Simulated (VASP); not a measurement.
Ti2Si:

```
CELL_PARAMETERS angstrom
4.59879 0.00000 0.00000
-2.29939 3.98267 0.00000
0.00000 0.00000 5.44720
ATOMIC_POSITIONS crystal
Ti 0.50000 0.00000 0.00000
Ti 0.00000 0.50000 0.00000
Ti 0.50000 0.50000 0.00000
Ti 0.00000 0.00000 0.50000
Si 0.33333 0.66667 0.50000
Si 0.66667 0.33333 0.50000
```

The cell was built by a generator and needn't be a form met in nature.

* Program: VASP 6.6.1
* Task: relaxation of cell and atoms
* Functional: PBE
* Potentials or basis: VASP PAW PBE potentials, release 64 (Ti_sv, Si)
* Cutoff: 520 eV
* k mesh: 4 × 4 × 3
* Occupations: gaussian, width 0.15 eV
* Spin: no spin polarisation

At the start: pressure 1.7 GPa; volume 16.63 Å³/atom.

Task: Where does the relaxation end?

Result: Over 7 steps the energy falls by 676.4 meV/atom and the volume is 16.68 Å³/atom (+0.3 %); space group P6/mmm (No. 191, to 0.05 Å).

Step by step:
| step | energy change (eV) | largest force (eV/Å) | pressure (GPa) | volume (Å³) |
| --- | --- | --- | --- | --- |
| 1 | 0.0000 | 0.0000 | 1.71 | 99.77 |
| 2 | -3.7986 | 0.0000 | -2.29 | 100.15 |
| 3 | -4.0379 | 0.0000 | -0.22 | 99.61 |
| 4 | -4.0566 | 0.0000 | 0.63 | 99.37 |
| 5 | -4.0563 | 0.0000 | 0.88 | 99.28 |
| 6 | -4.0569 | 0.0000 | -0.69 | 100.71 |
| 7 | -4.0586 | 0.0000 | 0.01 | 100.08 |

Final structure:
```yaml
crystal:
  lattice:
    - [5.16824, 0.00000, 0.00000]
    - [-2.58412, 4.47582, 0.00000]
    - [0.00000, 0.00000, 4.32636]
  atoms:
    - { symbol: Ti, position: [0.50000, 0.00000, 0.00000] }
    - { symbol: Ti, position: [0.00000, 0.50000, 0.00000] }
    - { symbol: Ti, position: [0.50000, 0.50000, 0.00000] }
    - { symbol: Ti, position: [0.00000, 0.00000, 0.50000] }
    - { symbol: Si, position: [0.33333, 0.66667, 0.50000] }
    - { symbol: Si, position: [0.66667, 0.33333, 0.50000] }
```

Caveat: the k mesh is coarse (spacing up to 0.39 Å⁻¹), so the values aren't converged.
